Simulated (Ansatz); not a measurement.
# Structures of PbO2: which is lowest?

Plane-wave DFT in Ansatz with scalar-relativistic PAW potentials, cutoff 420 eV, Γ-centred meshes chosen by cell and gap, Gaussian smearing with energies taken to zero width. Every cell was relaxed (cell and atoms) in a run of its own, within the symmetry of its start. Functional: PBEsol.

Relaxed structures (starts from databases or built by putting these elements on another compound's sites):
A. P-3m1, 3 atoms in the computed cell, a = 3.371 Å, c = 4.827 Å; sites (symmetry × multiplicity) Pb -3m. × 1, O 3m. × 2; start: built
B. P4_2/mnm, 6 atoms in the computed cell, a = 4.997 Å, c = 3.411 Å; sites (symmetry × multiplicity) Pb m.mm × 2, O m.2m × 4; start: database
C. Fm-3m, 3 atoms in the computed cell, a = 5.328 Å; sites (symmetry × multiplicity) Pb m-3m × 4, O -43m × 8; start: database

Problem. Rank them by energy. Could pressure change the order?

Solution.
| structure | group | E − E(lowest) (meV/atom) | V (Å³/atom) | gap on mesh (eV) |
| --- | --- | --- | --- | --- |
| B | P4_2/mnm | 0.0 | 14.20 | 0.00 |
| C | Fm-3m | 82 | 12.61 | 0.00 |
| A | P-3m1 | 112 | 15.84 | 0.71 |

B is lowest, 82 meV/atom under C. C is denser by 1.59 Å³/atom, so pressure favours it: ΔE/ΔV, with ΔE in eV and 1 eV/Å³ = 160.2 GPa, gives about 8 GPa for equal enthalpy if both cells were rigid, a rough figure since the two compress differently. Other structures may lie lower than all of these, and vibrations aren't counted.

Spin-orbit coupling is left out, which matters for the bands of heavy elements. For Tl, Pb and Bi spin-orbit coupling shifts energies too.